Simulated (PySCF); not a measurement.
C4H10N (charge +1).
SMILES: `C1CC[NH2+]C1`

Theory: TDDFT PBE0/def2-SVPD, vertical, gas phase, core orbitals frozen in the response in PySCF 2.14.0, density-fitted response routines. Isolated species at its GFN2-xTB geometry (one conformer only).

```json
{"state": "S1", "E (eV)": "8.41", "E (kJ/mol)": "811", "λ (nm)": "147.5", "f": "0.0017", "main configurations (H = HOMO, L = LUMO)": "H→L (98%)"}
{"state": "S2", "E (eV)": "9.15", "E (kJ/mol)": "883", "λ (nm)": "135.5", "f": "0.015", "main configurations (H = HOMO, L = LUMO)": "H-1→L (98%)"}
{"state": "S3", "E (eV)": "9.32", "E (kJ/mol)": "900", "λ (nm)": "133.0", "f": "0.021", "main configurations (H = HOMO, L = LUMO)": "H-2→L (98%)"}
{"state": "S4", "E (eV)": "9.48", "E (kJ/mol)": "914", "λ (nm)": "130.8", "f": "0.0089", "main configurations (H = HOMO, L = LUMO)": "H→L+1 (99%)"}
{"state": "S5", "E (eV)": "9.83", "E (kJ/mol)": "949", "λ (nm)": "126.1", "f": "0.0099", "main configurations (H = HOMO, L = LUMO)": "H-3→L (95%)"}
{"state": "S6", "E (eV)": "9.95", "E (kJ/mol)": "960", "λ (nm)": "124.6", "f": "0.0024", "main configurations (H = HOMO, L = LUMO)": "H→L+2 (95%)"}
{"state": "S7", "E (eV)": "10.14", "E (kJ/mol)": "978", "λ (nm)": "122.3", "f": "0.0023", "main configurations (H = HOMO, L = LUMO)": "H-1→L+1 (88%), H→L+3 (9%)"}
{"state": "S8", "E (eV)": "10.25", "E (kJ/mol)": "989", "λ (nm)": "120.9", "f": "0.0017", "main configurations (H = HOMO, L = LUMO)": "H→L+3 (81%), H-1→L+1 (10%)"}
```

Triplets, Tamm–Dancoff:

```csv
state,E (eV),λ (nm),"main configurations (H = HOMO, L = LUMO)"
T1,8.27,149.9,H→L (95%)
T2,9.00,137.7,H-1→L (95%)
T3,9.16,135.3,"H→L+1 (75%), H-2→L (15%)"
```

The lowest singlet comes at 148 nm (811 kJ/mol) in the vacuum ultraviolet; it is very weak; its leading configuration is HOMO→LUMO (98%). The most intense listed level is S3 at 9.32 eV (133 nm, f = 0.021), 0.92 eV above S1. Löwdin shares by element: HOMO carbon 43% or more, hydrogen 22% or more (atoms not listed hold the other 35%); LUMO hydrogen 36% or more, nitrogen 16%, carbon 10% or more (atoms not listed hold the other 38%). The oscillator strengths of these states sum to 0.063; summed over the whole spectrum of an exact calculation they would give the number of electrons, 40 (Thomas–Reiche–Kuhn). Orbital energies (eV): HOMO-3 -15.68, HOMO-2 -15.15, HOMO-1 -14.91, HOMO -14.13, LUMO -4.56, LUMO+1 -3.51, LUMO+2 -2.90. The listed states span 1.85 eV, and the widest gap between neighbours is 0.74 eV (S1 to S2). Singlets were solved by full linear response, triplets in the Tamm–Dancoff approximation.

The run took 16 s wall on one thread of an Arm Neoverse V2 (shared host).
